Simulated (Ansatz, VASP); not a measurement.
## TiSi2: VASP beside Ansatz

```xyz
3
Lattice="3.3898 0.0000 0.0000 0.0000 3.3898 0.0000 0.0000 0.0000 4.8683" Properties=species:S:1:pos:R:3 pbc="T T T"
Ti    0.0000    0.0000    2.4341
Si    1.6949    1.6949    0.0000
Si    0.0000    0.0000    0.0000
```

Alike in both runs: task single point; functional PBE; k mesh 6 × 6 × 4; occupations gaussian, width 0.1 eV; collinear spin.

|  | VASP | Ansatz |
| --- | --- | --- |
| version | VASP 6.6.1 | Ansatz 0.2.0 |
| potentials or method | VASP PAW PBE potentials, release 64 (Ti_sv, Si) | scalar-relativistic, plane waves, PAW |
| plane-wave cutoff (eV) | 520 | 420 |
| valence electrons in the cell | 20 | 20 |

Ansatz gave:

```
gap on the k mesh at the Fermi level (eV)       : none
pressure (GPa)                                  : -0.1
largest component of the traceless stress (GPa) : 0.20
net moment per atom (μB)                        : 0.00
```

Question: Estimate VASP's values.

Answer: gap on the k mesh at the Fermi level (eV): none; pressure (GPa): -0.1; largest component of the traceless stress (GPa): 0.13; net moment per atom (μB): 0.00.

A gap of «none» marks a metal or a gap that the smearing closes. Ansatz warned: «seeded_moment_not_kept».
